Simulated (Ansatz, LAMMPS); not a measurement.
# Relaxing amorphous SiO2 (96 atoms), part 2 of 3

How does amorphous SiO2 (96 atoms) relax, and what do bonds, charges and levels look like afterwards?

Ansatz 0.2.0; Kohn-Sham DFT, PBE, PAW (set soft_2), plane waves.

The cell: 32 Si and 64 O. The quench rate of 50 K/ps far exceeds what a furnace or splat quench reaches. The starting topology of bonds comes from the classical model. Only the Γ point is sampled in the main run, in a cell whose shortest periodic width is 11 Å.

So far. Step 4 (Cell and atoms relaxed): The relaxation changed the energy by -43.3 meV/atom, and atoms moved by 0.20 Å r.m.s., 0.49 Å at most.

### 6. Single point at the relaxed geometry

The electronic structure is read at the final geometry, in a run of its own.

The input, input.yaml:

```yaml
crystal:
  lattice:
    - [11.17454, -0.01017, -0.16735]
    - [-0.01017, 10.88021, -0.08017]
    - [-0.16735, -0.08017, 11.50792]
  atoms:
    - { symbol: Si, position: [0.32749, 0.24069, 0.60438] }
    - { symbol: Si, position: [0.01758, 0.14936, 0.0589] }
    - { symbol: Si, position: [0.35505, 0.06402, 0.81266] }
    - { symbol: Si, position: [0.93758, 0.01013, 0.45748] }
    - { symbol: Si, position: [0.77028, 0.24006, 0.48235] }
    - { symbol: Si, position: [0.63131, 0.54431, 0.30966] }
    - { symbol: Si, position: [0.07303, 0.78127, 0.04418] }
    - { symbol: Si, position: [0.38279, 0.83262, 0.44415] }
    - { symbol: Si, position: [0.64047, 0.37946, 0.0881] }
    - { symbol: Si, position: [0.91111, 0.95347, 0.20249] }
    - { symbol: Si, position: [0.42987, 0.20944, 0.02634] }
    - { symbol: Si, position: [0.94164, 0.84919, 0.68498] }
    - { symbol: Si, position: [0.47285, 0.56972, 0.72812] }
    - { symbol: Si, position: [0.24445, 0.16054, 0.20118] }
    - { symbol: Si, position: [0.698, 0.8584, 0.06343] }
    - { symbol: Si, position: [0.89157, 0.47521, 0.36983] }
    - { symbol: Si, position: [0.70129, 0.46908, 0.8442] }
    - { symbol: Si, position: [0.09326, 0.35373, 0.72617] }
    - { symbol: Si, position: [0.21029, 0.04575, 0.43337] }
    - { symbol: Si, position: [0.29538, 0.39936, 0.31188] }
    - { symbol: Si, position: [0.90628, 0.39427, 0.12384] }
    - { symbol: Si, position: [0.29327, 0.43956, 0.90467] }
    - { symbol: Si, position: [0.51925, 0.34356, 0.44288] }
    - { symbol: Si, position: [0.10381, 0.97973, 0.87543] }
    - { symbol: Si, position: [0.49471, 0.77742, 0.2197] }
    - { symbol: Si, position: [0.0345, 0.59158, 0.58599] }
    - { symbol: Si, position: [0.85648, 0.63691, 0.97476] }
    - { symbol: Si, position: [0.49428, 0.85443, 0.70014] }
    - { symbol: Si, position: [0.29426, 0.58549, 0.51103] }
    - { symbol: Si, position: [0.73338, 0.96071, 0.81008] }
    - { symbol: Si, position: [0.27764, 0.61445, 0.12273] }
    - { symbol: Si, position: [0.83554, 0.23275, 0.7501] }
    - { symbol: O, position: [0.26291, 0.91264, 0.47057] }
    - { symbol: O, position: [0.57866, 0.48145, 0.42752] }
    - { symbol: O, position: [0.33643, 0.69139, 0.42283] }
    - { symbol: O, position: [0.17565, 0.62919, 0.5786] }
    - { symbol: O, position: [0.56431, 0.25548, 0.06061] }
    - { symbol: O, position: [0.9956, 0.85925, 0.13468] }
    - { symbol: O, position: [0.79235, 0.098, 0.79645] }
    - { symbol: O, position: [0.44593, 0.87056, 0.32248] }
    - { symbol: O, position: [0.96165, 0.42537, 0.25477] }
    - { symbol: O, position: [0.02447, 0.47063, 0.66706] }
    - { symbol: O, position: [0.40712, 0.56464, 0.60035] }
    - { symbol: O, position: [0.7731, 0.33407, 0.13007] }
    - { symbol: O, position: [0.05403, 0.9146, 0.75519] }
    - { symbol: O, position: [0.84524, 0.35684, 0.43879] }
    - { symbol: O, position: [0.77417, 0.24538, 0.6222] }
    - { symbol: O, position: [0.69675, 0.93854, 0.94454] }
    - { symbol: O, position: [0.7582, 0.72376, 0.03869] }
    - { symbol: O, position: [0.97734, 0.55946, 0.45616] }
    - { symbol: O, position: [0.42515, 0.3318, 0.33178] }
    - { symbol: O, position: [0.94333, 0.0944, 0.16671] }
    - { symbol: O, position: [0.62973, 0.24472, 0.43687] }
    - { symbol: O, position: [0.96724, 0.70761, 0.64609] }
    - { symbol: O, position: [0.82895, 0.85532, 0.77143] }
    - { symbol: O, position: [0.38545, 0.92744, 0.76269] }
    - { symbol: O, position: [0.89652, 0.52347, 0.05717] }
    - { symbol: O, position: [0.15195, 0.87349, 0.96555] }
    - { symbol: O, position: [0.47278, 0.84513, 0.5587] }
    - { symbol: O, position: [0.56549, 0.84576, 0.11692] }
    - { symbol: O, position: [0.61485, 0.93679, 0.72591] }
    - { symbol: O, position: [0.27634, 0.55306, 0.99419] }
    - { symbol: O, position: [0.93248, 0.92668, 0.33965] }
    - { symbol: O, position: [0.29091, 0.50612, 0.21652] }
    - { symbol: O, position: [0.49874, 0.7163, 0.75667] }
    - { symbol: O, position: [0.00136, 0.06532, 0.93927] }
    - { symbol: O, position: [0.58065, 0.68191, 0.2914] }
    - { symbol: O, position: [0.22291, 0.05148, 0.29284] }
    - { symbol: O, position: [0.07321, 0.06613, 0.47396] }
    - { symbol: O, position: [0.98461, 0.2951, 0.04991] }
    - { symbol: O, position: [0.77237, 0.93057, 0.1665] }
    - { symbol: O, position: [0.98343, 0.25371, 0.74798] }
    - { symbol: O, position: [0.2068, 0.28949, 0.26583] }
    - { symbol: O, position: [0.44196, 0.3226, 0.56082] }
    - { symbol: O, position: [0.35122, 0.32272, 0.97252] }
    - { symbol: O, position: [0.43494, 0.09823, 0.92977] }
    - { symbol: O, position: [0.21347, 0.06846, 0.84078] }
    - { symbol: O, position: [0.16336, 0.39692, 0.84726] }
    [... 12 atom lines left out ...]
    - { symbol: O, position: [0.37735, 0.16012, 0.14804] }
    - { symbol: O, position: [0.77641, 0.55615, 0.32529] }
    - { symbol: O, position: [0.90801, 0.92794, 0.56913] }
    - { symbol: O, position: [0.20118, 0.30661, 0.64136] }
    - { symbol: O, position: [0.58982, 0.46389, 0.19383] }
    - { symbol: O, position: [0.15947, 0.13861, 0.08717] }
kpoints:
  mp_grid: { grid: [1, 1, 1] }
hamiltonian:
  xc: pbe
scf:
  occupations: { method: fermi_dirac, width: 0.025 }
output:
  forces: true
  stress: true
  populations: true
  dos:
    method: { smearing: { sigma: 0.08 } }
    de: 0.05
    projected: { site_lists: { O: [O], Si: [Si] } }
  eigenvalues: true
  write_density: true
  write_potential: true
  volumetric_format: npy
```

Launch:

```sh
> ansatz run input.yaml --threads 4 --pin off --max-ram 8192MiB --backend cpu --events-out ev --progress --plain --runs-dir out
```

Run time: 24 s. Hardware: 4 threads of Arm Neoverse V2, shared host; peak memory 1.5 GiB.

The program notes that the exchange-correlation potential is rough where the density is thin.

The run gave:

- free energy: -56766.5558 eV
- free energy per atom: -591.3183 eV/atom
- SCF cycles: 9
- pressure: 0.009386 GPa
- r.m.s. force component: 0.00332 eV/Å
- longest force: 0.01492 eV/Å
- Fermi energy: 3.931 eV
- gap (highest filled to lowest empty level): 5.521 eV
- spilling of the projection: 0.01367

Löwdin charges by element (they lack the spilled electrons, 0.073 e an atom on average):

| element | coordination | atoms | mean charge (e) | spread | least | most |
| --- | --- | --- | --- | --- | --- | --- |
| O | all | 64 | -0.786 | 0.008 | -0.804 | -0.772 |
| Si | all | 32 | 1.79 | 0.0101 | 1.77 | 1.81 |

States in the cell by windows of 1 eV, zero at the Fermi level; the larger projections on atomic orbitals stand beside the total:

| from (eV) | to (eV) | total | O p | Si p | Si s |
| --- | --- | --- | --- | --- | --- |
| -14 | -12 | 0.0 | 0.0 | 0.0 | 0.0 |
| -12 | -11 | 15.0 | 9.9 | 0.5 | 4.0 |
| -11 | -10 | 15.9 | 10.7 | 1.0 | 3.3 |
| -10 | -9 | 20.9 | 14.8 | 2.3 | 2.7 |
| -9 | -8 | 31.4 | 23.8 | 6.1 | 0.8 |
| -8 | -7 | 44.8 | 35.1 | 8.8 | 0.2 |
| -7 | -6 | 11.4 | 9.0 | 1.4 | 0.0 |
| -6 | -5 | 60.8 | 52.5 | 4.6 | 0.2 |
| -5 | -4 | 86.1 | 79.8 | 3.0 | 0.1 |
| -4 | -3 | 77.8 | 74.5 | 1.4 | 0.1 |
| -3 | -2 | 20.0 | 19.6 | 0.1 | 0.0 |
| -2 | 2 | 0.0 | 0.0 | 0.0 | 0.0 |
| 2 | 3 | 2.0 | 0.1 | 0.0 | 1.1 |
| 3 | 4 | 0.0 | 0.0 | 0.0 | 0.0 |
| 4 | 5 | 12.6 | 1.1 | 3.5 | 4.1 |

Between -22 and -14 eV lie 128 more states.

The levels nearest the highest filled one (over half full), pooled over k-points and spins:

| level less the highest filled one (eV) | occupation |
| --- | --- |
| -0.0992 | 2 |
| -0.073 | 2 |
| -0.0596 | 2 |
| -0.0519 | 2 |
| -0.0133 | 2 |
| 0 | 2 |
| 5.52 | 0 |
| 7.03 | 0 |
| 7.09 | 0 |
| 7.15 | 0 |
| 7.26 | 0 |
| 7.35 | 0 |

Valence density in the ab plane at fractional z = 0.439, with atoms of Si and O within 0.2 Å of it. It is the smooth field of the valence electrons, not physical close to the nuclei.

Ten steps, logarithmic in the rise over the least value, from '_' (0.0 e/Å³) to '@' (6.5 e/Å³), each cell a mean:
```
--------::--++****++--::..________________________..::--------
::........--++%%%%##++--::::....____________________..::------
..______..::++##%%##++==------::..__________________....::::::
__________..--==++++==::::----::..______________________....__
____________..::::--==--::----::..____________________________
______________..--++****++--::..______________________________
______________::==##@@%%**--..________________________________
....________..::++%%@@@@**--..____________________________....
==::..______..::==**##**==::..________________________..::==++
##++::..__....::--====--::..____....::....____........::++##%%
%%**--..__..--==++==--::..____..--++++==::..........::--**%%@@
##==::....::++##%%##==::..__..--**%%@@##==::......::::--++##%%
--::..__..--##@@@@%%++::......==##@@@@%%++::......::----======
..______..--**%%@@##==::....::--**####**--......--++**++==--::
__________..--==++==--::::::----======--::....--++%%@@%%++--..
____________....::......::----::..--====--::::--**@@@@%%**--..
__________________......::--------++**##**++--==++####**==::__
______________............::::::--++%%@@@@##++----====--::____
____________..::------::........::++##@@@@##++----====--..____
............::==++**++--..______..--++****==----++****++--..__
::======--::--++****++--..________....::::..::==##@@@@%%++::::
++##%%##++==--==++++==::..__________________..--**@@@@%%++----
**##%%##**==::::----::..______________________::==**##**==--==
++******++----====--::..________________________::--------::--
```
Columns run along a (11.2 Å), rows up along b (10.9 Å). Atoms in or near the plane, at fractional coordinates: Si at (0.38, 0.83), Si at (0.21, 0.05), Si at (0.52, 0.34), O at (0.58, 0.48), O at (0.34, 0.69), O at (0.85, 0.36), O at (0.98, 0.56), O at (0.63, 0.24), O at (0.84, 0.12), O at (0.26, 0.46).

Electrostatic potential energy in the ab plane at fractional z = 0.439, with atoms of Si and O within 0.2 Å of it. With pseudopotentials it is smooth inside the atoms' cores, unlike the true potential.

Ten even steps from '0' (-48 eV) to '9' (9 eV), each cell a mean:
```
7899875567999999999999999985112
8999997324877899999999999998767
9999998534522479999999999999999
9999999987200168999999999999999
9999999997300268999999999999999
9999999998645689999999999999999
9999999995127899999999999999999
9999999983027999999999999999999
9999999876468999999999999999999
5899998866789999999999999999853
2799999876789999988999999988720
6999998546899999732599999876654
9999996102899999610399999875578
9999997324899987644799999866788
9999999889999851026899998313799
9999999999999730005899987202799
9999999999999851025568766546999
9999999999999986663015521479999
9999999999999999984125521479999
9999999987899999999778765568999
9999887766899999999999985114899
8645741257999999999999996103677
6424500027999999999999999755213
5777620047999999999999999973000
```
Columns run along a (11.2 Å; values clipped at the 3rd and 97th percentile), rows up along b (10.9 Å). Atoms in or near the plane, at fractional coordinates: Si at (0.38, 0.83), Si at (0.21, 0.05), Si at (0.52, 0.34), O at (0.58, 0.48), O at (0.34, 0.69), O at (0.85, 0.36), O at (0.98, 0.56), O at (0.63, 0.24), O at (0.84, 0.12), O at (0.26, 0.46).

Mean Löwdin charges: O -0.79, Si +1.79 e (they miss 1.4 % of the electrons, so they add up to more than the cell's charge). The largest share in the top eV of filled states is O p (98 % of the projected weight), and in the lowest eV of empty states Si s (67 % of the projected weight).

Local excerpt of 9 atoms (numbers count through the whole input) about Si18, picked at random; x, y, z are measured from there.

| atom | x | y | z | distance (Å) | bonds | Löwdin charge (e) |
| --- | --- | --- | --- | --- | --- | --- |
| Si18 | 0.00 | 0.00 | 0.00 | 0.00 | 4 | 1.78 |
| O42 | -0.76 | 1.28 | -0.68 | 1.63 | 2 | -0.79 |
| O78 | 0.76 | 0.46 | 1.38 | 1.64 | 2 | -0.78 |
| O94 | 1.22 | -0.51 | -0.99 | 1.65 | 2 | -0.79 |
| O72 | -1.23 | -1.09 | 0.28 | 1.67 | 2 | -0.78 |
| Si22 | 2.20 | 0.92 | 2.01 | 3.12 | 4 | 1.80 |
| Si26 | -0.64 | 2.60 | -1.62 | 3.13 | 4 | 1.81 |
| Si32 | -2.88 | -1.32 | 0.33 | 3.19 | 4 | 1.79 |
| Si1 | 2.64 | -1.22 | -1.43 | 3.24 | 4 | 1.78 |

The column of bonds counts only the pairs O-Si within 2.08 Å; other neighbours, such as metal atoms beside each other in a compound, aren't counted, and periodic images can show an atom twice.

### 7. K-mesh 2×2×2

Large cells are often run on few k-points; this run checks whether the reference had enough.

Edit input.yaml of step 6 so:

```diff
@@ -8,3 +8,3 @@
 kpoints:
-  mp_grid: { grid: [1, 1, 1] }
+  mp_grid: { grid: [2, 2, 2] }
 hamiltonian:
@@ -22,4 +22 @@
   eigenvalues: true
-  write_density: true
-  write_potential: true
-  volumetric_format: npy
```

Elapsed: 3.5 min, on 4 threads; peak memory 6.1 GiB.

The program notes that it cut back its work space to fit the memory limit.

Geometry and reference: those of the single point at the relaxed geometry.

Forces differ from those of the single point at the relaxed geometry by 1.8 meV/Å r.m.s.; the energy by -0.31 meV/atom and the gap by -0.055 eV. It took 3.5 min and 9 cycles; the reference's time can't be set against it, since the two runs asked for unlike analyses.

### 8. Functional HSE06

HSE06 mixes in a quarter of exact exchange at short range, which counters self-interaction, at a higher cost.

This step: Kohn-Sham DFT, HSE06, PAW (set soft_2), plane waves (Ansatz 0.2.0).

Edit input.yaml of step 7 so:

```diff
@@ -8,5 +8,5 @@
 kpoints:
-  mp_grid: { grid: [2, 2, 2] }
+  mp_grid: { grid: [1, 1, 1] }
 hamiltonian:
-  xc: pbe
+  xc: hse06
 scf:
```

It took 5.3 min on 4 threads; peak memory 4 GiB; 20 min of CPU time.

The program notes that the exchange threshold is loose for the stress and the SCF threshold is loose for the stress.

Geometry and reference: those of the single point at the relaxed geometry.

Forces differ from those of the single point at the relaxed geometry by 178 meV/Å r.m.s.; the pressure by -4.7 GPa and the gap by +1.8 eV. It took 5.3 min and 15 cycles; the reference's time can't be set against it, since the two runs asked for unlike analyses.

Read from the output:

```yaml
free_energy: -56776.8443 eV
free_energy_per_atom: -591.4255 eV/atom
scf_cycles: 15
pressure: -4.693 GPa
r_m_s_force_component: 0.1777 eV/Å
longest_force: 0.5639 eV/Å
fermi_energy: 3.51 eV
spacing_of_highest_filled_and_lowest_empty_level: 7.348 eV
spilling_of_the_projection: 0.01386
```

Length of the force by element:

| element | coordination | atoms | mean length of the force (eV/Å) | spread | least | most |
| --- | --- | --- | --- | --- | --- | --- |
| O | all | 64 | 0.355 | 0.119 | 0.0303 | 0.564 |
| Si | all | 32 | 0.0565 | 0.0247 | 0.0155 | 0.125 |

Löwdin charges by element (they lack the spilled electrons, 0.074 e an atom on average):

| element | coordination | atoms | mean charge (e) | spread | least | most |
| --- | --- | --- | --- | --- | --- | --- |
| O | all | 64 | -0.816 | 0.0082 | -0.834 | -0.801 |
| Si | all | 32 | 1.85 | 0.0103 | 1.84 | 1.87 |

[end of part 2 of 3]

[Logs are printed without paths, hosts, clocks, repeated set-up lines and the standing remarks that a program may print on its own settings, such as how far it seeks lower states.]

[Hosts, paths, dates, database ids (printed as entryN), source tags and the programs' standing remarks are cut or masked in the printed files.]
